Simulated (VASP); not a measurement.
# TiTe2 in VASP: notebook

One slab, TiTe2, is run at these levels: PBE; tasks: single point.

Everything below comes from runs of VASP 6.6.1. Logs are shortened: lines on timing, memory, paths and dates and some standing lists are left out, and cuts for length are marked.

### 1 Starting point

The cell holds a slab with vacuum, 6 atoms: a = 3.777 Å, b = 3.777 Å, c = 13.913 Å, α = 90.00°, β = 90.00°, γ = 120.00°.

### 2 Single point, PBE

Input file INCAR:

```
PREC = Accurate
ENCUT = 460
EDIFF = 1E-7
ISMEAR = 0
SIGMA = 0.05
LREAL = False
LASPH = True
NELM = 120
ALGO = Normal
ISIF = 2
LWAVE = False
LCHARG = False
LDIPOL = True
IDIPOL = 3
DIPOL = 0.5 0.5 0.500
GGA = PE
NBANDS = 38
LVHAR = True
LVACPOTAV = True
```

Input file KPOINTS:

```
regular mesh
0
Gamma
  7 7 1
```

Input file POSCAR:

```
TiTe2
1.0
    3.7770008876      0.0000000000      0.0000000000
   -1.8885004438      3.2709787188      0.0000000000
    0.0000000000      0.0000000000     13.9133488000
Te Ti
4 2
Direct
    0.3333333333      0.6666666666      0.1437468455
    0.6666666667      0.3333333334      0.3892196536
    0.3333333333      0.6666666666      0.6107803464
    0.6666666667      0.3333333334      0.8562531545
    0.0000000000      0.0000000000      0.2664832495
    0.0000000000      0.0000000000      0.7335167505
```

Potentials or basis: VASP PAW PBE potentials, release 64 (Te, Ti_sv).

Command:

```console
> cat potpaw_PBE.64/Te/POTCAR potpaw_PBE.64/Ti_sv/POTCAR > POTCAR
> mpirun -np 1 vasp_std > vasp.out
```

OUTCAR:

```text
PREC = Accurate
   ENCUT = 460
   EDIFF = 1E-7
   ISMEAR = 0
   LREAL = False
   LASPH = True
   NELM = 120
   ISIF = 2
   GGA = PE

 Found      8 irreducible k-points:

 Following reciprocal coordinates:
            Coordinates               Weight
  0.000000  0.000000  0.000000      1.000000
  0.142857  0.000000  0.000000      6.000000
  0.285714  0.000000  0.000000      6.000000
  0.428571  0.000000  0.000000      6.000000
  0.142857  0.142857  0.000000      6.000000
  0.285714  0.142857  0.000000     12.000000
   k-points           NKPTS =      8   k-points in BZ     NKDIM =      8   number of bands    NBANDS=     38
   number of dos      NEDOS =    301   number of ions     NIONS =      6
   total plane-waves  NPLWV =  76832
   dimension x,y,z NGX =    28 NGY =   28 NGZ =   98
   dimension x,y,z NGXF=    56 NGYF=   56 NGZF=  196
   ions per type =               4   2
   NGX,Y,Z   is equivalent  to a cutoff of  12.32, 12.32, 11.71 a.u.
   NGXF,Y,Z  is equivalent  to a cutoff of  24.65, 24.65, 23.42 a.u.
 SYSTEM =  unknown system
   PREC   = accura    normal or accurate (medium, high low for compatibility)
   ISTART =      0    job   : 0-new  1-cont  2-samecut
   ICHARG =      2    charge: 1-file 2-atom 10-const
   ISPIN  =      1    spin polarized calculation?
   LNONCOLLINEAR =      F non collinear calculations
   LSORBIT =      F    spin-orbit coupling
   LASPH  =      T    aspherical Exc in radial PAW
   ENCUT  =  460.0 eV  33.81 Ry    5.81 a.u.   6.61  6.61 24.33*2*pi/ulx,y,z
   NELM   =    120;   NELMIN=  2; NELMDL= -5     # of ELM steps
   EDIFF  = 0.1E-06   stopping-criterion for ELM
   LREAL  =      F    real-space projection
   EDIFFG = 0.1E-05   stopping-criterion for IOM
   NSW    =      0    number of steps for IOM
   IBRION =     -1    ionic relax: 0-MD 1-quasi-New 2-CG
   NFREE  =      0    steps in history (QN), initial steepest desc. (CG)
   ISIF   =      2    stress and relaxation
   ISYM   =      2    0-nonsym 1-usesym 2-fastsym
   POTIM  = 0.5000    time-step for ionic-motion
   TEBEG  =    0.0;   TEEND  =   0.0 temperature during run
   PSTRESS=    0.0 pullay stress
   NELECT =      48.0000    total number of electrons
   NUPDOWN=      -1.0000    fix difference up-down
   EMIN   =  10.00;   EMAX   =-10.00  energy-range for DOS
   EFERMI =   0.00;   METHOD = LEGACY
   ISMEAR =     0;   SIGMA  =   0.05  broadening in eV -4-tet -1-fermi 0-gaus
   EFERMI_NEDOS =   21; number of points for ismear=-14 and -15
   IALGO  =     38    algorithm
   IMIX   =      4    mixing-type and parameters
     AMIX     =   0.40;   BMIX     =  1.00
     AMIX_MAG =   1.60;   BMIX_MAG =  1.00
  volume/ion in A,a.u.               =      28.65       193.33
  Fermi-wavevector in a.u.,A,eV,Ry     =   1.070048  2.022097 15.578695  1.145002
  Thomas-Fermi vector in A             =   2.205746
   LORBIT       =      0    0 simple, 1 ext, 2 COOP (PROOUT), +10 PAW based schemes
   GGA     = PE    functional components
   LHFCALC =     F    Hartree Fock is set to
   AEXX    =    0.0000 exact exchange contribution
   IVDW    =     0    specifies the selected vdW correction
   LEPSILON=     F    determine dielectric tensor
   LRPA    =     F    only Hartree local field effects (RPA)
 non-spin polarized calculation
 Gauss-broadening in eV      SIGMA  =   0.05
  energy-cutoff  :      460.00
  volume of cell :      171.89
 maximum number of plane-waves:      3885
 NGX is ok and might be reduce to    28
   NGX = 13   NGY = 13   NGZ = 49

 dipolmoment           0.000000      0.000000      0.000000 electrons x Angstroem

 number of electron      47.9999991 magnetization

 dipolmoment           0.000000      0.000000     -0.000000 electrons x Angstroem

 Free energy of the ion-electron system (eV)
  ---------------------------------------------------
  ext. energy  EPLUGINS =         0.00000000
  ---------------------------------------------------
  free energy    TOTEN  =       -32.36475978 eV

  energy without entropy =      -32.35809143  energy(sigma->0) =      -32.36142561

 E-fermi :   6.0162     XC(G=0):  -9.4325

 val. band max:        6.0149959204   @ k =   0.1429   0.0000   0.0000
 cond. band min:       6.0429189183   @ k =   0.4286   0.0000   0.0000
 fundamental gap:      0.0279229979
 Fermi energy:         6.0162240223

 k-point     1 :       0.0000    0.0000    0.0000
  band No.  band energies     occupation
      1     -51.4760      2.00000
      2     -51.4760      2.00000
      3     -27.7235      2.00000
      4     -27.7235      2.00000
      5     -27.7235      2.00000
      6     -27.7235      2.00000
[... 28 lines left out ...]
     35      11.2693      0.00000
     36      11.3405      0.00000

 k-point     2 :       0.1429    0.0000    0.0000
  band No.  band energies     occupation
      1     -51.4754      2.00000
      2     -51.4754      2.00000
      3     -27.7313      2.00000
      4     -27.7313      2.00000
      5     -27.7253      2.00000
      6     -27.7253      2.00000
[... 28 lines left out ...]
     35      12.0013      0.00000
     36      12.1510      0.00000

 k-point     3 :       0.2857    0.0000    0.0000
  band No.  band energies     occupation
      1     -51.4741      2.00000
      2     -51.4741      2.00000
      3     -27.7488      2.00000
      4     -27.7488      2.00000
      5     -27.7293      2.00000
      6     -27.7293      2.00000
[... 28 lines left out ...]
     35      11.2600      0.00000
     36      11.6273      0.00000

 k-point     4 :       0.4286    0.0000    0.0000
  band No.  band energies     occupation
      1     -51.4732      2.00000
      2     -51.4731      2.00000
      3     -27.7629      2.00000
      4     -27.7628      2.00000
      5     -27.7325      2.00000
      6     -27.7325      2.00000
[... 28 lines left out ...]
     35      10.4694      0.00000
     36      10.6860      0.00000

 k-point     5 :       0.1429    0.1429    0.0000
  band No.  band energies     occupation
      1     -51.4745      2.00000
      2     -51.4745      2.00000
      3     -27.7428      2.00000
      4     -27.7428      2.00000
      5     -27.7293      2.00000
      6     -27.7293      2.00000
[... 28 lines left out ...]
     35      12.3948      0.00000
     36      12.6807      0.00000

 k-point     6 :       0.2857    0.1429    0.0000
  band No.  band energies     occupation
      1     -51.4734      2.00000
      2     -51.4733      2.00000
      3     -27.7563      2.00000
      4     -27.7563      2.00000
      5     -27.7352      2.00000
      6     -27.7352      2.00000
[... 28 lines left out ...]
     35      11.3714      0.00000
     36      11.5883      0.00000

 [... further k-points ...]

 [bands above 36 left out]

------------------------ aborting loop because EDIFF is reached ----------------------------------------

  FORCE on cell =-STRESS in cart. coord.  units (eV):
  Direction    XX          YY          ZZ          XY          YZ          ZX
  --------------------------------------------------------------------------------------
  -------------------------------------------------------------------------------------
  Total        0.8314226      0.8314226      0.5922799      0.0000000      0.0000000      0.0000000
  in kB        7.7495405      7.7495405      5.5205344      0.0000000      0.0000000      0.0000000
  external PRESSURE =       7.0065385 kB  Pullay stress =       0.0000000 kB

 VOLUME and BASIS-vectors are now :
 -----------------------------------------------------------------------------
  energy-cutoff  :      460.00
  volume of cell :      171.89
      direct lattice vectors                 reciprocal lattice vectors
     3.777000888  0.000000000  0.000000000     0.264760330  0.152859448  0.000000000
    -1.888500444  3.270978719  0.000000000     0.000000000  0.305718895  0.000000000
     0.000000000  0.000000000 13.913348800     0.000000000  0.000000000  0.071873423

 POSITION                                       TOTAL-FORCE (eV/Angst)
 -----------------------------------------------------------------------------------
     -0.00000      2.18065      2.00000         0.000000      0.000000     -0.135157
      1.88850      1.09033      5.41535        -0.000000      0.000000     -0.017666
     -0.00000      2.18065      8.49800        -0.000000     -0.000000      0.017666
      1.88850      1.09033     11.91335        -0.000000     -0.000000      0.135157
      0.00000      0.00000      3.70767        -0.000000     -0.000000      0.034483
      0.00000      0.00000     10.20567        -0.000000      0.000000     -0.034483
 -----------------------------------------------------------------------------------
    total drift:                               -0.000000     -0.000000      0.000000

  FREE ENERGIE OF THE ION-ELECTRON SYSTEM (eV)
  ---------------------------------------------------
  free  energy   TOTEN  =       -32.3647597803 eV

  energy  without entropy=      -32.3580914332  energy(sigma->0) =      -32.36142561
```

It took 60 s on 1 thread of Intel Xeon Platinum 8488C (Sapphire Rapids), shared host; peak memory 0.26 GiB.

These settings aren't checked as converged: the numbers below hold their error.

What came out:

- Free energy: -32.3648 eV
- Largest force: 0.135 eV/Å
- Band gap on the k mesh: none (metal or under the smearing width)

### 3 Single point, PBE

This run uses another cell than the first one, of 32.77 Å³/atom, 1.144 times its volume.

INCAR is that of step 2.

KPOINTS is that of step 2.

Input file POSCAR:

```
TiTe2
1.0
    3.7770008876      0.0000000000      0.0000000000
   -1.8885004438      3.2709787188      0.0000000000
    0.0000000000      0.0000000000     15.9133488000
Te Ti
4 2
Direct
    0.3333333333      0.6666666666      0.1885209730
    0.6666666667      0.3333333334      0.4031425994
    0.3333333333      0.6666666666      0.5968574006
    0.6666666667      0.3333333334      0.8114790270
    0.0000000000      0.0000000000      0.2958317862
    0.0000000000      0.0000000000      0.7041682138
```

Potentials or basis: VASP PAW PBE potentials, release 64 (Te, Ti_sv).

Command:

```console
> cat potpaw_PBE.64/Te/POTCAR potpaw_PBE.64/Ti_sv/POTCAR > POTCAR
> mpirun -np 1 vasp_std > vasp.out
```

Wall time 78 s (1 thread of Intel Xeon Platinum 8488C (Sapphire Rapids), shared host); peak memory 0.29 GiB.

These settings aren't checked as converged: the numbers below hold their error.

What came out:

```
Free energy            : -32.3582 eV
Largest force          : 0.234 eV/Å
Band gap on the k mesh : none (metal or under the smearing width)
```

### 4 Single point, PBE

This run uses another cell than the first one, of 45.12 Å³/atom, 1.575 times its volume.

INCAR: that of step 3 with these lines changed.

```diff
@@ -1,3 +1,3 @@
 PREC = Accurate
-ENCUT = 460
+ENCUT = 340
 EDIFF = 1E-7
```

KPOINTS is that of step 3.

Input file POSCAR:

```
TiTe2
1.0
    3.7770008876      0.0000000000      0.0000000000
   -1.8885004438      3.2709787188      0.0000000000
    0.0000000000      0.0000000000     21.9133488000
Te Ti
4 2
Direct
    0.3333333333      0.6666666666      0.2738057088
    0.6666666667      0.3333333334      0.4296627086
    0.3333333333      0.6666666666      0.5703372914
    0.6666666667      0.3333333334      0.7261942912
    0.0000000000      0.0000000000      0.3517342087
    0.0000000000      0.0000000000      0.6482657913
```

Command:

```console
> cat potpaw_PBE.64/Te/POTCAR potpaw_PBE.64/Ti_sv/POTCAR > POTCAR
> mpirun -np 1 vasp_std > vasp.out
```

Run time: 77 s. Hardware: 1 thread of Intel Xeon Platinum 8488C (Sapphire Rapids), shared host; peak memory 0.28 GiB.

The run converged, but some of its settings lie outside the range that counts as converged, so its numbers aren't taken as properties of the slab.

What came out:

| Quantity | Value |
| --- | --- |
| Free energy | -32.3527 eV |
| Largest force | 0.241 eV/Å |
| Band gap on the k mesh | none (metal or under the smearing width) |
| Work function of the upper face | 5.01 eV |
| Work function of the lower face | 5.01 eV |

Caveat: the cutoff is under 1.25 times the usual one of these potentials, so pressure, stress and relaxed cells hold a basis-set (Pulay) error.
